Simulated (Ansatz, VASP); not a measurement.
# CsH: VASP beside Ansatz, part 2 of 2

One calculation is typed for both programs; each brings its own data sets and cutoff. How far apart do they land? The cell is generated by rule, not measured, and may not be a known phase. The cell is taken from a series of VASP runs on this material, whose earlier steps may have relaxed, scaled or displaced it; both programs get it as it stands.

VASP 6.6.1 and Ansatz 0.2.0.

So far: The structure; VASP: zone-centre phonons, PBE.

The structure was built from a prototype and need not be the compound's stable phase.

## (3) Ansatz: zone-centre phonons, PBE

Level of this step: Ansatz beside VASP: Kohn-Sham DFT, plane waves, PBE (Ansatz).

Ansatz runs on its default PAW (the set named soft_2) files.

The same cell, functional and mesh now go to Ansatz, which takes its cutoff from its data sets.

The input, input.yaml:

```yaml
crystal:
  lattice:
    - [0.0, 3.33223, 3.33223]
    - [3.33223, 0.0, 3.33223]
    - [3.33223, 3.33223, 0.0]
  atoms:
    - { symbol: Cs, position: [0.0, 0.0, 0.0] }
    - { symbol: H, position: [0.25, 0.25, 0.25] }
hamiltonian:
  xc: pbe
  pseudopotentials: { kind: paw }
kpoints:
  mp_grid: { grid: [10, 10, 10] }
scf:
  occupations: { method: fixed }
phonons:
  method: dfpt
  qpoints: [[0, 0, 0]]
  dielectric: true
  rigid_motions: translations
```

Launch:

```
> ansatz run input.yaml --threads 4 --pin off --max-ram 9216MiB --backend cpu --events-out ev --progress --plain --runs-dir out
```

Numbers of over 12 decimals in the logs are rounded to 6 here.

The log of the run:

```text
Engine: ansatz 0.2.0, aarch64-unknown-linux-gnu
Pseudopotentials: kind: paw
Pseudopotential: Cs, paw, valence charge 9, recommended cutoff 420 eV (normal), Cs.paw.azcp
Pseudopotential: H, paw, valence charge 1, recommended cutoff 420 eV (normal), H.paw.azcp
Functional definition: PBE
  parameter kappa = 0.804
  parameter beta = 0.066725
  exchange = pbe_x(kappa = kappa, mu = beta*pi^2/3)
  correlation = pbe_c(beta = beta)
Crystal: 2 atoms, lattice volume = 74.001 Å³
Basis set: ecut = 420 eV, 1459 PW (Γ), exchange–correlation on 64×64×64 points (8 copies of the dense FFT grid, shifted against one another)
Bands: 9, of which v1, the nominal top of the filled ones, is band 5 counted from 1 (4 counted from 0)
Symmetry: 24 space group operations
k-points: 171 of 1000 (irreducible under 4 space group operations, time reversal used)
Non-local potential: Cs, projectors of the file, l = 0: 3, l = 1: 2, l = 2: 2, l = 3: 2
Non-local potential: H, projectors of the file, l = 0: 2, l = 1: 1
PAW form: soft (Blöchl's): semilocal exchange-correlation on the pseudo side does not see the compensation charge
PAW one-centre angular grid: Cs, 194 points (default); XC on 64 Gauss nodes
PAW one-centre angular grid: H, 110 points (default); XC on 64 Gauss nodes
Initial density: superposition of atomic densities (neutral atoms: chi_scale 0, normalization atom), corrected by the library's trained network
Initial wavefunctions: pseudopotential atomic-orbital guess
Functional: x = pbe(κ = 0.804, μ = 0.219515), c = pbe(β = 0.066725)
SCF iter   1: F=—  HF=-5686.806991 eV  |F-HF|=—  |Δ(HF+E_count)|=         —  Δρ=9.85e-4  dr2=1.11e-3  ethr=1.77e-3  ⟨swp⟩=4.0  Hψ=9776  notcnv=0  defer=313
preconditioner: auto → none  [insulator: Δε(μ)=2.765 eV  Ē_g=11.179 eV  n_scr=14 (ndim 8)  ℏωp=12.2 eV  f_vac=0.132  ε∞_Penn≈2.2]
SCF iter   2: F=—  HF=-5686.807635 eV  |F-HF|=—  |Δ(HF+E_count)|=   6.45e-4  Δρ=4.88e-4  dr2=1.75e-4  ethr=1.11e-5  ⟨swp⟩=2.1  Hψ=3914  notcnv=0  defer=328
SCF iter   3: F=—  HF=-5686.807910 eV  |F-HF|=—  |Δ(HF+E_count)|=   2.75e-4  Δρ=1.55e-4  dr2=1.85e-5  ethr=1.75e-6  ⟨swp⟩=2.9  Hψ=2596  notcnv=0  defer=328
SCF iter   4: F=—  HF=-5686.807961 eV  |F-HF|=—  |Δ(HF+E_count)|=   5.12e-5  Δρ=2.54e-5  dr2=3.70e-7  ethr=1.85e-7  ⟨swp⟩=2.0  Hψ=2587  notcnv=0  defer=328
SCF iter   5: F=—  HF=-5686.807962 eV  |F-HF|=—  |Δ(HF+E_count)|=   8.93e-7  Δρ=9.60e-6  dr2=4.56e-8  ethr=3.70e-9  ⟨swp⟩=2.1  Hψ=2320  notcnv=0  defer=123
SCF iter   6: F=—  HF=-5686.807963 eV  |F-HF|=—  |Δ(HF+E_count)|=   2.46e-7  Δρ=9.55e-7  dr2=5.16e-10  ethr=4.56e-10  ⟨swp⟩=2.0  Hψ=2224  notcnv=0  defer=136
SCF iter   7: F=-5686.807963 eV  HF=-5686.807963 eV  |F-HF|=9.73e-11  |Δ(HF+E_count)|=   6.01e-9  Δρ=1.26e-7  dr2=8.54e-12  ethr=1.00e-12  ⟨swp⟩=10.0  Hψ=11676  notcnv=0
SCF 1 converged in 7 iterations: F = -5686.807963 eV  dr2 = 8.54e-12
  greatest PAW one-centre occupation: 0.927 electrons in one spin orbital (limit 2), on the Cs atom at site 0 (counted from 0), in its partial waves of l = 0
NSCF: frozen V_eff on 2 k-points
DFPT response loops at Γ: preconditioner auto → none (the input reference at scf.mixing.eps_inf says where Resta's filter doesn't serve); β = 0.50; Broyden in place of MSR1
SCF converged after 7 iterations
Free energy (F): -5686.807963 eV
Harris-Foulkes:  -5686.807963 eV  (|F-HF|=9.73e-11)
Internal energy: -5686.807963 eV  (E = F + TS)
E sigma→0 (E₀):  -5686.807963 eV
Fermi energy:    2.244447 eV
--- Per-component energies (eV) ---
  E_band       = -67.060940
  E_kinetic    = 156.305091
  E_local      = -308.949018  (includes V_loc(G=0)·N_el)
  E_nonlocal   = 31.552962
  E_hartree    = 106.995783
  E_xc         = -183.780112
  E_vxc        = -138.667144  (∫ρ·V_xc dr)
  E_paw        = -5067.177315  (= ΣΔE_a)
  E_vpaw       = -21.293302  (= ΣTr[D̂ρ^β])
  E_aug_tail   = -0.001113  (compensation charges beyond the density's cutoff)
  E_ewald      = -421.754241
  E_smearing   = -0.000000  (= −TS)
  E_closure    = 0.000000  (closes the sum)
  Σ components = -5686.807963   (vs F -5686.807963, Δ=0.00e0)
--- Band table (eV; the first three rows and the last of 171) ---
  k-point 0: bands = ["-18.7417", "-5.3448", "-5.3448", "-5.3448", "1.0235", "6.6037", "7.4284", "7.4284", "7.4284"]
  k-point 1: bands = ["-18.7371", "-5.4114", "-5.3518", "-5.3518", "1.1381", "6.1646", "7.5051", "7.5051", "8.0408"]
  k-point 2: bands = ["-18.7251", "-5.5768", "-5.3701", "-5.3701", "1.4112", "5.7622", "7.6258", "7.6258", "8.8055"]
  k-point 170: bands = ["-18.6788", "-5.8081", "-5.6979", "-5.5281", "2.2287", "5.8442", "6.5160", "7.8401", "9.8238"]
--- Phonons (Γ-DFPT): 2 representative perturbations + reference, on 171 of 1000 k-points (Σ response iterations 8) ---
  k mesh reduced under 4 symmetry operations, with k and −k counted as one. Each operation leaves every solved perturbation unchanged. A smaller set is not considered because the run solves the response to a homogeneous field
  ASR residual: 8.663e-5 → 0.000e0 eV/Å²; symmetrization residual: 2.079e-7 eV/Å²
  ASR residual per site (eV/Å²): 7.33e-5 8.66e-5
  Γ frequencies (cm⁻¹): 0.00 0.00 0.00 557.92 557.92 557.92
  ε∞ (high-frequency dielectric tensor):
        2.710397     0.000000     0.000000
       -0.000000     2.710397     0.000000
        0.000000     0.000000     2.710397
  ε⁰ (static dielectric tensor: ions relaxed, cell fixed):
        4.852396    -0.000000    -0.000000
       -0.000000     4.852396     0.000000
       -0.000000     0.000000     4.852396
  ε⁰ − ε∞ (ionic part):
        2.141999    -0.000000    -0.000000
       -0.000000     2.141999     0.000000
       -0.000000     0.000000     2.141999
  softest optical mode at Γ: 557.92 cm⁻¹; the repairs (sum rule, projections) moved no ω² at Γ by more than (4.87 cm⁻¹)²
  Born effective charges Z* (e; rows j = field, columns β = displacement):
    site 0:
         1.00156    0.00000   -0.00000
        -0.00000    1.00156   -0.00000
        -0.00000    0.00000    1.00156
    site 1:
        -1.00156   -0.00000    0.00000
         0.00000   -1.00156    0.00000
         0.00000    0.00000   -1.00156
  Z* charge neutrality: 6.621e-5 e pre-enforcement
  k-mesh period / interband length: 47.1 Å / 1.13 Å = 41.69 at k = (0.1000, 0.3000, 0.4000), direct gap 3.435 eV — 14 or more, which is no proof of convergence
  optical modes at Γ without the LO–TO term, one row a degenerate level:
      ω (cm⁻¹)  modes    IR ((D/Å)²/amu)
        557.92      3            69.3997
  optical modes at Γ + LO–TO along q̂ = [1.0000, 0.0000, 0.0000]:
      ω (cm⁻¹)  modes    IR ((D/Å)²/amu)
        557.92      2            46.2665
        746.50      1            23.1332
  optical modes at Γ + LO–TO along q̂ = [0.0000, 1.0000, 0.0000]:
      ω (cm⁻¹)  modes    IR ((D/Å)²/amu)
        557.92      2            46.2665
        746.50      1            23.1332
  optical modes at Γ + LO–TO along q̂ = [0.0000, 0.0000, 1.0000]:
      ω (cm⁻¹)  modes    IR ((D/Å)²/amu)
        557.92      2            46.2665
        746.50      1            23.1332
--- Phonons (arbitrary-q DFPT): 1 explicit q-point ---
  q = [0, 0, 0] (of the zone-centre solve; hermiticity 3.63e-7, symmetrization 1.74e-14): -0.00 -0.00 -0.00 557.92 557.92 557.92
  sum rule: each row above includes the acoustic sum rule's correction from the zone centre's row sums; it moved no ω² by more than (4.83 cm⁻¹)²
```

Run time: 18 s. Hardware: 4 threads of Arm Neoverse V1, shared host; peak memory 0.72 GiB; 65 s of CPU time.

The column dr2 measures how far the density is from self-consistency, as an energy; F and HF (Harris–Foulkes) agree once it is small.

## (4) Side by side

Known differences besides the potentials themselves: the cutoff is 420 eV in Ansatz and 400 eV in VASP; VASP leaves aspherical gradient terms in its spheres out (LASPH is not set), Ansatz keeps them. Total energies have different zeros and are not compared.

Both answers:

| quantity | Ansatz | VASP | difference |
| --- | --- | --- | --- |
| ε∞ xx | 2.71 | 2.71 | -0.16 % |
| ε∞ yy | 2.71 | 2.71 | -0.16 % |
| ε∞ zz | 2.71 | 2.71 | -0.16 % |
| Born charge of Cs1 (mean of the diagonal) (e) | 1.00 | 1.00 | 0.00 |
| Born charge of H2 (mean of the diagonal) (e) | -1.00 | -1.00 | 0.00 |
| optical mode 1 to 3 (cm⁻¹) | 557.9 | 564.9 | -1.23 % |

Modes are paired by rising frequency and degeneracy, not by their patterns, so a pair may still set unlike modes beside each other.

## (5) What the set-up changes

Further runs change the set-up of one program: Ansatz's method, potentials or start, or VASP's data sets, cutoff or form of LDA. The table gives Ansatz less VASP for each quantity, since a change that brings one quantity closer may part another.

```
                              run  optical mode 1 to 3 (%)
                         as above                     -1.2
Ansatz's all-electron LAPW method                     -1.2
```

## (6) Ansatz: band structure, HSE06

Levels along a path test the potential and the projectors away from the mesh points.

The cell is taken from a series of VASP runs on this material, whose earlier steps may have relaxed, scaled or displaced it; both programs get it as it stands.

The input, input.yaml:

```yaml
crystal:
  lattice:
    - [0.0, 3.33223, 3.33223]
    - [3.33223, 0.0, 3.33223]
    - [3.33223, 3.33223, 0.0]
  atoms:
    - { symbol: Cs, position: [0.0, 0.0, 0.0] }
    - { symbol: H, position: [0.25, 0.25, 0.25] }
hamiltonian:
  xc: { exchange: pbe, correlation: pbe, exx: { coeff: 0.25, omega: 0.2 } }
  pseudopotentials: { kind: paw }
kpoints:
  mp_grid: { grid: [4, 4, 4] }
  band_path:
    path:
      - [0.0, 0.0, 0.0]
      - [0.5, 0.0, 0.5]
      - [0.5, 0.21429, 0.71429]
      - [0.5, 0.25, 0.75]
      - [0.41071, 0.33929, 0.75]
      - [0.16071, 0.16071, 0.32143]
      - [0.21429, 0.21429, 0.21429]
      - [0.55357, 0.39286, 0.55357]
      - [0.58929, 0.25, 0.66071]
      - [0.5, 0.28571, 0.71429]
      - [0.5, 0.5, 0.5]
      - [0.375, 0.375, 0.75]
      - [0.5, 0.0, 0.5]
    npoints: 1
scf:
  occupations: { method: gaussian, width: 0.02 }
  n_extra_bands: 7
output:
  forces: true
  stress: true
  eigenvalues: true
```

The log of the run:

```text
[...]
--- Band table (eV; the first three rows and the last of 8) ---
  k-point 0: bands = [... 1 lower, -6.4460, -6.4460, -6.4460, 0.3042, 6.9025, 7.8584, 7.8584, 7.8584, ... 3 higher]
  k-point 1: bands = [... 1 lower, -6.8011, -6.4842, -6.4842, 0.8486, 5.9739, 8.0581, 8.0581, 9.4124, ... 3 higher]
  k-point 2: bands = [... 1 lower, -7.1121, -6.5217, -6.5217, 1.1929, 6.4310, 7.7734, 7.7734, 9.1589, ... 3 higher]
  k-point 7: bands = [... 1 lower, -6.9546, -6.8200, -6.6607, 1.5668, 6.0504, 6.9908, 8.0540, 11.1003, ... 3 higher]
[key lines of the parts left out:]
Free energy (F): -5691.808810 eV
Fermi energy:    3.418691 eV
P = ⅓ Tr σ = 1.2286 GPa (12.286 kbar)
```

Wall time 23 s (4 threads); peak memory 0.73 GiB; 84 s of CPU time.

## (7) VASP: band structure, HSE06

The same cell, functional, mesh and smearing now go to VASP, with its own data sets and cutoff.

The run reads the wave functions of an earlier VASP run, which isn't shown here.

The input, INCAR:

```
SYSTEM = CsH
PREC = Accurate
ENCUT = 400
EDIFF = 1E-06
NELM = 100
ISMEAR = 0
SIGMA = 0.02
LREAL = .FALSE.
ALGO = Normal
LHFCALC = .TRUE.
AEXX = 0.25
GGA = PE
HFSCREEN = 0.2
LASPH = .TRUE.
NBANDS = 11
PRECFOCK = Fast
LORBIT = 11
LWAVE = .FALSE.
LCHARG = .FALSE.
KPAR = 4
ISIF = 2
```

The input, POSCAR:

```
CsH
1.0
    0.0000000000      3.3322300000      3.3322300000
    3.3322300000      0.0000000000      3.3322300000
    3.3322300000      3.3322300000      0.0000000000
Cs H
1 1
Direct
    0.0000000000      0.0000000000      0.0000000000
    0.2500000000      0.2500000000      0.2500000000
```

The input, KPOINTS:

```
Automatic mesh
0
Gamma
4 4 4
0 0 0
```

The input, KPOINTS_OPT:

```
Line mode
8
Line-mode
Reciprocal
  0.00000000   0.00000000   0.00000000 GAMMA
  0.50000000   0.00000000   0.50000000 X

  0.50000000   0.00000000   0.50000000 X
  0.50000000   0.25000000   0.75000000 W

  0.50000000   0.25000000   0.75000000 W
  0.37500000   0.37500000   0.75000000 K

  0.37500000   0.37500000   0.75000000 K
  0.00000000   0.00000000   0.00000000 GAMMA

  0.00000000   0.00000000   0.00000000 GAMMA
  0.50000000   0.50000000   0.50000000 L

  0.50000000   0.50000000   0.50000000 L
  0.62500000   0.25000000   0.62500000 U

  0.62500000   0.25000000   0.62500000 U
  0.50000000   0.25000000   0.75000000 W

  0.50000000   0.25000000   0.75000000 W
  0.50000000   0.50000000   0.50000000 L

  0.50000000   0.50000000   0.50000000 L
  0.37500000   0.37500000   0.75000000 K

  0.62500000   0.25000000   0.62500000 U
  0.50000000   0.00000000   0.50000000 X
```

Potentials, in the order of the species: Cs_sv and H (PBE family, release 64).

Launch:

```
> mpirun -np 4 vasp_std
```

The log of the run:

```text
[banner, memory and clock lines left out]
running    4 mpi-ranks, on    1 nodes
[...]
LDA part: xc-table for (Slater+PW92), standard interpolation
 found WAVECAR, reading the header
 POSCAR, INCAR and KPOINTS ok, starting setup
[...]
reading WAVECAR
 the WAVECAR file was read successfully
 initial charge from wavefunction
 entering main loop
       N       E                     dE             d eps       ncg     rms          rms(c)
DAV:   1    -0.504811058380E+01   -0.50481E+01   -0.39634E-01   179   0.442E+00    0.999E-01
DAV:   2    -0.504980133182E+01   -0.16907E-02   -0.43937E-03   203   0.334E-01    0.638E-01
DAV:   3    -0.504923955588E+01    0.56178E-03   -0.47389E-04   209   0.147E-01    0.379E-01
DAV:   4    -0.504909178109E+01    0.14777E-03   -0.24288E-04   197   0.932E-02    0.223E-01
[...]
DAV:   9    -0.504906954099E+01   -0.17178E-05   -0.45166E-07   191   0.606E-03    0.161E-02
DAV:  10    -0.504907075384E+01   -0.12128E-05   -0.20970E-07   188   0.395E-03    0.953E-03
DAV:  11    -0.504907150792E+01   -0.75408E-06   -0.10225E-07   173   0.262E-03
   1 F= -.50490715E+01 E0= -.50490715E+01  d E =-.256983E-32
 Start KPOINTS_OPT (optional k-point list driver)
k-point batch [1-8\80]
       N       E                     dE             ncg
DAV:   1    -0.422277609795E+03   -0.17704E+04      176
DAV:   2    -0.815513363490E+03   -0.39324E+03      205
DAV:   3    -0.859621265621E+03   -0.44108E+02      206
DAV:   4    -0.860417789867E+03   -0.79652E+00      212
DAV:   5    -0.860423230311E+03   -0.54404E-02      225
DAV:   6    -0.860423258756E+03   -0.28445E-04      230
DAV:   7    -0.860423258982E+03   -0.22647E-06      214
[...]
k-point batch [73-80\80]
       N       E                     dE             ncg
DAV:   1    -0.480993046945E+03   -0.26508E+04      176
DAV:   2    -0.824178115211E+03   -0.34319E+03      220
DAV:   3    -0.858851368413E+03   -0.34673E+02      209
DAV:   4    -0.859421520611E+03   -0.57015E+00      280
DAV:   5    -0.859425374563E+03   -0.38540E-02      280
DAV:   6    -0.859425387554E+03   -0.12991E-04      269
DAV:   7    -0.859425387588E+03   -0.34084E-07      254
```

OUTCAR, selected parts (step 7):

```text
  Total        0.5280192      0.5280192      0.5280192     -0.0000000      0.0000000      0.0000000
  in kB       11.4320838     11.4320838     11.4320838     -0.0000000      0.0000000      0.0000000
  external PRESSURE =      11.4320838 kB  Pullay stress =       0.0000000 kB

 POSITION                                       TOTAL-FORCE (eV/Angst)
 -----------------------------------------------------------------------------------
      0.00000      0.00000      0.00000         0.000000      0.000000      0.000000
      1.66612      1.66612      1.66612        -0.000000     -0.000000     -0.000000
 -----------------------------------------------------------------------------------
    total drift:                                0.000000     -0.000000     -0.000000

  FREE ENERGIE OF THE ION-ELECTRON SYSTEM (eV)
  ---------------------------------------------------
  free  energy   TOTEN  =        -5.0490715079 eV

  energy  without entropy=       -5.0490715079  energy(sigma->0) =       -5.04907151

[... 1 part as in an earlier step ...]

[... 2 further parts left out ...]
[key lines of the parts left out:]
E-fermi :  -1.0602
```

The k-mesh is coarse for exact exchange; levels may shift by about 0.1 eV on a finer one. The PAW data sets were made with PBE, which is usual practice but a small mismatch for other functionals.

## (8) Differences

What differs besides the data sets and the points named for the pairs above, as far as they apply: exact exchange at q = 0 is treated differently, which shows on coarse meshes; VASP keeps PBE cores, Ansatz makes them for the functional; VASP takes a coarser grid for exact exchange (PRECFOCK = Fast). Total energies have different zeros and are not compared.

Compared:

```csv
quantity,Ansatz,VASP,difference
pressure (GPa),1.23,1.14,+0.09
gap over the path points (eV),3.704,3.700,+0.003
```

Levels at points of the path, from each program's valence-band top (eV; 4 filled, then empty):

| k (reciprocal lattice) | Ansatz | VASP |
| --- | --- | --- |
| 0.000 0.000 0.000 | -8.01 -8.01 -8.01 -1.26 5.34 6.29 6.29 | -8.03 -8.03 -8.03 -1.26 5.40 6.29 6.29 |
| 0.500 0.000 0.500 | -8.67 -8.22 -8.22 -0.08 3.70 5.56 9.19 | -8.68 -8.23 -8.23 -0.08 3.70 5.57 9.31 |
| 0.500 0.214 0.714 | -8.54 -8.37 -8.23 0.00 4.42 5.43 6.60 | -8.55 -8.38 -8.24 0.00 4.42 5.43 6.63 |
| 0.500 0.250 0.750 | -8.52 -8.39 -8.23 0.00 4.48 5.42 6.49 | -8.53 -8.40 -8.24 0.00 4.48 5.43 6.52 |
| 0.411 0.339 0.750 | -8.56 -8.36 -8.19 -0.04 4.32 5.40 7.27 | -8.57 -8.38 -8.20 -0.04 4.32 5.40 7.31 |
| 0.161 0.161 0.321 | -8.35 -8.12 -8.04 -0.65 4.34 6.19 6.83 | -8.36 -8.14 -8.06 -0.65 4.35 6.20 6.84 |
| 0.214 0.214 0.214 | -8.29 -8.04 -8.04 -0.82 4.45 6.50 6.50 | -8.31 -8.06 -8.06 -0.82 4.46 6.51 6.51 |
| 0.554 0.393 0.554 | -8.63 -8.20 -8.11 -0.24 4.86 5.42 6.56 | -8.64 -8.22 -8.13 -0.24 4.86 5.43 6.57 |
| 0.589 0.250 0.661 | -8.56 -8.36 -8.19 -0.04 4.32 5.40 7.27 | -8.57 -8.38 -8.20 -0.04 4.32 5.40 7.31 |
| 0.500 0.286 0.714 | -8.52 -8.39 -8.21 -0.01 4.53 5.35 6.60 | -8.53 -8.40 -8.23 -0.01 4.52 5.35 6.64 |

Among the levels compared at these points, filled levels agree within 14 meV and empty ones within 115 meV. Ansatz's pressure holds a Pulay correction of 0.02 GPa; VASP's holds none.

## (9) Outcome

```
r.m.s. difference of the optical zone-centre modes, each program's sorted by frequency (zone-centre phonons, PBE) : 6.9 cm⁻¹
difference in optical mode 1 to 3 (zone-centre phonons, PBE)                                                      : -1.2 %
difference in gap over the path points (band structure, HSE06)                                                    : 0.0033 eV
```

**Reading.** The difference in gap over the path points is 0.0033 eV (band structure, HSE06), within the 0.08 eV picked in this series as the mark of a large difference. Among the rows given in per cent, the largest difference of the zone-centre phonons, PBE pair is in optical mode 1 to 3, -1.2 %. For zone-centre phonons, PBE, no further run moves any of the tabulated differences by more than a quarter of its size. Such differences can come from data sets, numerical settings and the points named under the comparisons, not from the functional's error against experiment.

[Lines on the potential files, build, host, timing and source positions are cut from VASP's logs without a mark.]

[Logs are printed without paths, hosts, clocks, repeated set-up lines and the standing remarks that a program may print on its own settings, such as how far it seeks lower states.]

[Hosts, paths, dates, database ids (printed as entryN), source tags and the programs' standing remarks are cut or masked in the printed files.]
